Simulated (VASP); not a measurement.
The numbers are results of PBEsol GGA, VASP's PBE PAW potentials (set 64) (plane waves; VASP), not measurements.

Input for VASP

**INCAR**
```
! general
SYSTEM =CoPt
PREC   =Accurate
ENCUT  =400
LREAL  =.FALSE.
LASPH  =.TRUE.

! electronic loop
EDIFF  =1E-7
NELM   =100
ALGO   =Normal
LMAXMIX=6

! smearing
ISMEAR =-5

! functional
GGA    =PS

! spin
ISPIN  =2
MAGMOM =1.8 0.4

! ions
ISIF   =2

! output
LWAVE  =.FALSE.
LCHARG =.TRUE.
LORBIT =11
NEDOS  =601
```

KPOINTS:
```
Automatic mesh
0
Gamma
15 15 11
0 0 0
```

**POSCAR**
```
CoPt
1
    2.6582354960     0.0000000000     0.0000000000
    0.0000000000     2.6582354960     0.0000000000
   -0.0000000000     0.0000000000     3.6540354927
Co Pt
1 1
Direct
  0.0000000000   0.0000000000   0.0000000000
  0.5000000000   0.5000000000   0.5000000000
```

POTCAR, in this order: Co Pt (PBE.64 set). Program: vasp_std.

The resulting files:

OSZICAR:
```
       N       E                     dE             d eps       ncg     rms          rms(c)
DAV:   1     0.847940546878E+02    0.84794E+02   -0.74901E+03 12480   0.122E+03
DAV:   2    -0.133480332854E+02   -0.98142E+02   -0.91118E+02 12684   0.258E+02
DAV:   3    -0.164722984697E+02   -0.31243E+01   -0.30460E+01 14136   0.565E+01
DAV:   4    -0.165122018755E+02   -0.39903E-01   -0.39913E-01 14462   0.555E+00
DAV:   5    -0.165133791725E+02   -0.11773E-02   -0.11774E-02 14848   0.102E+00    0.183E+01
DAV:   6    -0.180226031213E+02   -0.15092E+01   -0.16565E+01 12374   0.977E+01    0.226E+01
DAV:   7    -0.150282568172E+02    0.29943E+01   -0.11372E+01 15112   0.963E+01    0.900E+00
DAV:   8    -0.149366858028E+02    0.91571E-01   -0.52239E-01 14180   0.112E+01    0.414E+00
DAV:   9    -0.148523175325E+02    0.84368E-01   -0.16270E-01 16670   0.953E+00    0.107E+00
DAV:  10    -0.148507010455E+02    0.16165E-02   -0.16028E-02 17662   0.170E+00    0.408E-01
DAV:  11    -0.148502627636E+02    0.43828E-03   -0.11723E-03 16828   0.751E-01    0.211E-01
DAV:  12    -0.148500018533E+02    0.26091E-03   -0.20122E-04 16810   0.333E-01    0.683E-02
DAV:  13    -0.148499813076E+02    0.20546E-04   -0.35378E-05 15852   0.946E-02    0.320E-02
DAV:  14    -0.148499880025E+02   -0.66949E-05   -0.15913E-05 18264   0.451E-02    0.133E-02
DAV:  15    -0.148499895019E+02   -0.14994E-05   -0.66622E-07 14412   0.187E-02    0.649E-03
DAV:  16    -0.148499896759E+02   -0.17408E-06   -0.42253E-07 10508   0.125E-02    0.252E-03
DAV:  17    -0.148499896372E+02    0.38721E-07   -0.50123E-08  6624   0.361E-03
   1 F= -.14849990E+02 E0= -.14849990E+02  d E =0.000000E+00  mag=     2.1950
```

OUTCAR:
```
------------------------ aborting loop because EDIFF is reached ----------------------------------------
  FORCE on cell =-STRESS in cart. coord.  units (eV):
  Direction    XX          YY          ZZ          XY          YZ          ZX
  --------------------------------------------------------------------------------------
  Total       -0.0410698     -0.0410698      0.0011619      0.0000000      0.0000000      0.0000000
  in kB       -2.5484357     -2.5484357      0.0720947      0.0000000      0.0000000      0.0000000
  external PRESSURE =      -1.6749255 kB  Pullay stress =       0.0000000 kB
  volume of cell :       25.82
      direct lattice vectors                 reciprocal lattice vectors
     2.658235496  0.000000000  0.000000000     0.376189394  0.000000000  0.000000000
     0.000000000  2.658235496  0.000000000     0.000000000  0.376189394  0.000000000
     0.000000000  0.000000000  3.654035493     0.000000000  0.000000000  0.273670029
 POSITION                                       TOTAL-FORCE (eV/Angst)
 -----------------------------------------------------------------------------------
      0.00000      0.00000      0.00000         0.000000      0.000000      0.000000
      1.32912      1.32912      1.82702         0.000000      0.000000      0.000000
 -----------------------------------------------------------------------------------
    total drift:                                0.000000     -0.000000     -0.000000
  FREE ENERGIE OF THE ION-ELECTRON SYSTEM (eV)
  ---------------------------------------------------
  free  energy   TOTEN  =       -14.8499896372 eV

  energy  without entropy=      -14.8499896372  energy(sigma->0) =      -14.84998964

 total charge

# of ion       s       p       d       tot
------------------------------------------
    1        0.426   0.475   7.230   8.130
    2        0.726   0.712   8.055   9.492
--------------------------------------------------
tot          1.151   1.187  15.285  17.622

 magnetization (x)

# of ion       s       p       d       tot
------------------------------------------
    1       -0.002  -0.013   1.835   1.819
    2       -0.013  -0.051   0.444   0.380
--------------------------------------------------
tot         -0.016  -0.063   2.279   2.200
```
(Selected blocks of OUTCAR.)

**OUTCAR**
```
 val. band max:       11.1213668726   @ k =   0.4667   0.4667   0.0909

 cond. band min:      10.7800673969   @ k =   0.4000   0.4000   0.0000


 Fermi energy:        10.9682332372

 spin component 1

 k-point     1 :       0.0000    0.0000    0.0000
  band No.  band energies     occupation
      1       0.8687      1.00000
      2       4.3287      1.00000
      3       4.3495      1.00000
      4       7.4965      1.00000
      5       7.4965      1.00000
      6       8.0091      1.00000
      7       9.0068      1.00000
      8       9.3457      1.00000
      9      10.5588      1.00000
     10      10.6547      1.00000
     11      10.6547      1.00000
     12      13.2091      0.00000
     13      21.2252      0.00000
     14      23.1253      0.00000

 k-point     2 :       0.0667    0.0000    0.0000
  band No.  band energies     occupation
      1       0.9927      1.00000
      2       4.3838      1.00000
      3       4.4498      1.00000
      4       7.4373      1.00000
      5       7.5315      1.00000
      6       8.0405      1.00000
      7       8.9761      1.00000
      8       9.3433      1.00000
      9      10.2369      1.00000
     10      10.4421      1.00000
     11      10.6234      1.00000
     12      13.7469      0.00000
     13      21.1042      0.00000
     14      22.5226      0.00000

 k-point     3 :       0.1333    0.0000    0.0000
  band No.  band energies     occupation
      1       1.3512      1.00000
      2       4.5196      1.00000
      3       4.7670      1.00000
      4       7.2609      1.00000
      5       7.6350      1.00000
      6       8.1204      1.00000
      7       8.8890      1.00000
      8       9.3497      1.00000
      9       9.4811      1.00000
     10      10.1301      1.00000
     11      10.5304      1.00000
     12      14.8708      0.00000
     13      20.3195      0.00000
     14      21.6920      0.00000

...
```

For a metal the tetrahedron method with Blöchl corrections gives inexact stress and forces. Unless said otherwise, spin-orbit coupling is left out, though it shifts the bands of the heavy elements here.

The compound is CoPt in the L1_0 structure. It was relaxed first.
